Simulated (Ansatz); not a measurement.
Steps from a short run of molecular dynamics on a 1×1×1 supercell (8 atoms) of ZnSiP2 (I-42d), relaxed with r2SCAN; forces from r2SCAN in the PAW code Ansatz, 4×4×4 mesh, Fermi-Dirac smearing of 0.086 eV, a Langevin thermostat at fixed volume, set at 1000 K. Spin polarisation is off, nuclei are classical, and the run is far too short for thermal averages.

Cell vectors in Å:
```
-2.6882  2.6882  5.2341
 2.6882 -2.6882  5.2341
 2.6882  2.6882 -5.2341
```

Question: At 9 fs the positions in Å are
```
Zn   0.021  -0.022   0.047
Zn   0.000   2.704   2.591
Si   0.002   0.007   5.169
Si   2.662   0.046   2.585
P    1.463   1.426   1.354
P    1.246   1.294   6.462
P    1.286   3.891  -1.284
P    1.359  -1.278   3.936
```
What are the forces, and how far does the free energy (smearing included) lie above that of step 0, with the atoms on their sites?

Answer: 25.7 meV an atom; forces in eV/Å:
```
Zn   0.107   0.372   0.010
Zn  -0.420  -0.018   0.439
Si  -0.049  -0.505   0.201
Si   0.269  -1.202   0.020
P   -0.325  -0.505  -0.788
P   -0.177   0.931   0.984
P    0.575   0.770  -0.483
P    0.020   0.156  -0.383
```

Question: At 15 fs the positions in Å are
```
Zn   0.030  -0.034   0.074
Zn   0.011   2.721   2.569
Si  -0.004   0.003   5.132
Si   2.644   0.037   2.569
P    1.469   1.474   1.373
P    1.224   1.267   6.411
P    1.262   3.880  -1.285
P    1.370  -1.281   3.946
```
What are the forces, and how far does the free energy (smearing included) lie above that of step 0, with the atoms on their sites?

Answer: 50.4 meV an atom; forces in eV/Å:
```
Zn   0.138   0.518  -0.010
Zn  -0.708   0.089   0.648
Si  -0.242  -0.630   0.193
Si   0.376  -1.139  -0.036
P   -0.242  -1.038  -1.054
P    0.031   1.344   1.512
P    0.705   0.850  -0.698
P   -0.059   0.007  -0.555
```

Question: At 21 fs the positions in Å are
```
Zn   0.039  -0.044   0.111
Zn   0.019   2.732   2.555
Si   0.004  -0.004   5.091
Si   2.636   0.009   2.564
P    1.475   1.505   1.388
P    1.201   1.254   6.374
P    1.256   3.870  -1.291
P    1.379  -1.285   3.955
```
What are the forces, and how far does the free energy (smearing included) lie above that of step 0, with the atoms on their sites?

Answer: 70.5 meV an atom; forces in eV/Å:
```
Zn   0.216   0.594  -0.107
Zn  -0.934   0.184   0.737
Si  -0.572  -0.685   0.411
Si   0.371  -0.738  -0.173
P    0.010  -1.455  -1.243
P    0.285   1.476   1.888
P    0.625   0.882  -0.822
P   -0.001  -0.258  -0.690
```
